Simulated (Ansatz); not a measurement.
## A sublattice moved along a line in CuI

Computed with Ansatz, DFT PBEsol, scalar-relativistic, plane waves, PAW. Cutoff 420 eV, Γ-centred 14×14×14 k-points, Gaussian smearing of 0.15 eV. No spin polarisation. Energies are free energies at this smearing, counted from the undisturbed cell; pressure is positive in compression.

The starting cell (as given, not relaxed at this level; it stands at -3.5 GPa; this rock-salt form isn't the usual structure):

```
Cu I
1.0
     0.00000    2.86209    2.86209
     2.86209    0.00000    2.86209
     2.86209    2.86209    0.00000
Cu I
1 1
Direct
  0.00000 0.00000 0.00000
  0.50000 0.50000 0.50000
```

Every Cu atom is moved by x along the Cartesian unit vector (0.000, 0.000, -1.000); the cell and all other atoms stay fixed. The cell is metallic on the mesh throughout.

Task: Over the sampled range (-0.3000 to 0.2625), is the undisturbed cell the lowest point?

Result: No: the energy is lower at x (Å) = -0.1500, -0.5 in ΔE (meV/cell).

The scan:

| x (Å) | ΔE (meV/cell) |
| --- | --- |
| -0.3000 | 11.1 |
| -0.1500 | -0.5 |
| 0.0000 | 0.0 |
| 0.0750 | -0.3 |
| 0.2250 | 1.9 |
| 0.2625 | 5.3 |